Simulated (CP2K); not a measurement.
Runs of CP2K 2026.2 on Ge. The structure is cubic, space group Pm-3m (No. 221). The conventional cell has a = 2.710 Å, b = 2.710 Å, c = 2.710 Å, α = 90.00°, β = 90.00°, γ = 90.00°. Ge (site symmetry m-3m) has 6 Ge at 2.71 Å as nearest neighbours. The cell was built by a generator and needn't be a form met in nature.

```tsv
task	level	cutoff of the non-local correlation (Ry)	points a segment of the path (NPOINTS)	bands added on the path	gap on the mesh (eV)	pressure (GPa)
single point	WC	-	-	-	none	-0.3
single point	optB88-vdW	300	-	-	none	3.1
band structure	M06-L	-	6	2	none	(a)
band structure	PBEsol	-	6	2	none	-0.6
single point	rev-vdW-DF2	300	-	-	none	1.7
band structure	LDA	-	6	2	none	-0.3
```

Alike in all rows: potentials or basis POTENTIAL_UZH Ge GTH-PBE-q4; TZVP-MOLOPT-PBE-GTH basis; no spin polarisation; cell as given; k mesh 10 × 10 × 10; smearing fermi-dirac 0.05 eV.

Fill in the values left out.

(a) -5.5.

Caveats: the potentials were made for another functional, which shifts forces and pressure; the basis of atomic orbitals isn't converged, which shifts pressures, moduli and gaps.

A k mesh can miss the band edges, and the runs leave out spin-orbit coupling on Ge.

A gap of «none» marks a metal or a gap under the smearing width.

Runs at the PBE level aren't shown here.
